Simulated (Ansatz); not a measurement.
# Band structure of LiBr

```xyz
2
Lattice="0.0000 2.7445 2.7445 2.7445 0.0000 2.7445 2.7445 2.7445 0.0000" Properties=species:S:1:pos:R:3 pbc="T T T"
Li    0.0000    0.0000    0.0000
Br    2.7445    2.7445    2.7445
```

Atom numbers follow the list: Li1, Br2.

Conventional cell: a = 5.489 Å, b = 5.489 Å, c = 5.489 Å, α = 90.00°, β = 90.00°, γ = 90.00°. Li (atom 1) has 6 Br at 2.74 Å as nearest neighbours. Around Br (atom 2) lie 6 Li at 2.74 Å.

The cell is COD entry 1011363, as deposited and not checked against the literature; nothing was relaxed. It is an old determination, and later ones may differ.

All numbers below come from DFT, PBE, all-electron LAPW, Dirac equation with spin-orbit coupling in Ansatz 0.2.0.

Settings: a Γ-centred 8×8×8 k mesh, Fermi–Dirac smearing of 0.03 eV, basis error target 1 meV/atom, no spin polarisation.

Points in fractions of the reciprocal vectors of this cell: Γ (0, 0, 0), X (0.5, 0, 0.5), U (0.625, 0.25, 0.625), K (0.375, 0.375, 0.75), L (0.5, 0.5, 0.5), W (0.5, 0.25, 0.75). The path runs Γ–X–U–K–Γ–L–W–X. Energies are in eV from the top of the valence band; (×n) counts levels within 4 meV of each other, which need not be degenerate by symmetry.

Q: List the levels at Γ between -8 and 6 eV.

A: -0.55 (×2), 0.00 (×4), 4.79 (×2).

Q: List the levels at X between -8 and 6 eV.

A: -3.11 (×2), -1.46 (×2), -1.18 (×2).

Q: List the levels at K between -8 and 6 eV.

A: -2.73 (×2), -2.04 (×2), -1.02 (×2).

Q: What is the band gap?

A: 4.79 eV, direct at Γ.
